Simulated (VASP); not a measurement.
Runs of VASP 6.6.1 on BP. The structure is cubic, space group F-43m (No. 216). The conventional cell has a = 4.538 Å, b = 4.538 Å, c = 4.538 Å, α = 90.00°, β = 90.00°, γ = 90.00°. Around P (site symmetry -43m) lie 4 B at 1.97 Å. B (site symmetry -43m) has 4 P at 1.97 Å as nearest neighbours. 

```tsv
task	level	potentials or basis	cell	k mesh	cutoff (eV)	smearing	ladder	grid for exact exchange (PRECFOCK)	exchange at q = 0	gap on the mesh (eV)	pressure (GPa)	relaxed volume (Å³/atom)
band structure	RPBE	VASP PAW PBE potentials, release 64 (P, B)	as given	10 × 10 × 10	520	fermi-dirac 0.05 eV	-	-	-	1.25	-	-
single point	LDA	VASP PAW LDA potentials, release 64 (P, B)	as given	10 × 10 × 10	520	gaussian 0.02 eV	-	-	-	(a)	-5.3	-
band structure	PBE0	VASP PAW PBE potentials, release 64 (P, B)	as given	8 × 8 × 8	520	gaussian 0.02 eV	gaps	Fast	truncated	2.68	(b)	-
band structure	AM05	VASP PAW PBE potentials, release 64 (P, B)	as given	10 × 10 × 10	520	fermi-dirac 0.05 eV	-	-	-	1.14	-	-
band structure	PBE	VASP PAW PBE potentials, release 64 (P, B)	as given	10 × 10 × 10	520	fermi-dirac 0.05 eV	-	-	-	1.24	-	-
relaxation of cell and atoms	PBEsol	VASP PAW PBE potentials, release 64 (P, B)	relaxed	8 × 8 × 8	600	gaussian 0.02 eV	gaps	-	-	1.15	0.0	11.55
band structure	PBEsol	VASP PAW PBE potentials, release 64 (P, B)	as given	10 × 10 × 10	520	fermi-dirac 0.05 eV	-	-	-	1.13	-	-
relaxation of cell and atoms	MS2	VASP PAW PBE potentials, release 64 (P, B)	relaxed	10 × 10 × 10	600	gaussian 0.05 eV	-	-	-	1.70	0.0	11.55
single point	PBE	VASP PAW PBE potentials, release 64 (P, B)	as given	10 × 10 × 10	520	fermi-dirac 0.05 eV	-	-	-	1.24	0.9	-
relaxation of cell and atoms	r2SCAN+D3(BJ)	VASP PAW PBE potentials, release 64 (P, B)	relaxed	10 × 10 × 10	600	gaussian 0.05 eV	-	-	-	1.43	0.0	(c)
band structure	HSE03	VASP PAW PBE potentials, release 64 (P, B)	as given	8 × 8 × 8	520	gaussian 0.02 eV	gaps	Fast	-	1.82	-1.9	-
```

Alike in all rows: no spin polarisation.

Problem. Estimate the missing entries.

Solution. (a) 1.19; (b) -2.3; (c) 11.49.

Caveats: the PAW data sets were made with another functional, which shifts forces and pressure a little (some runs).

A k mesh can miss the band edges.

Not every run made on this cell is shown here.
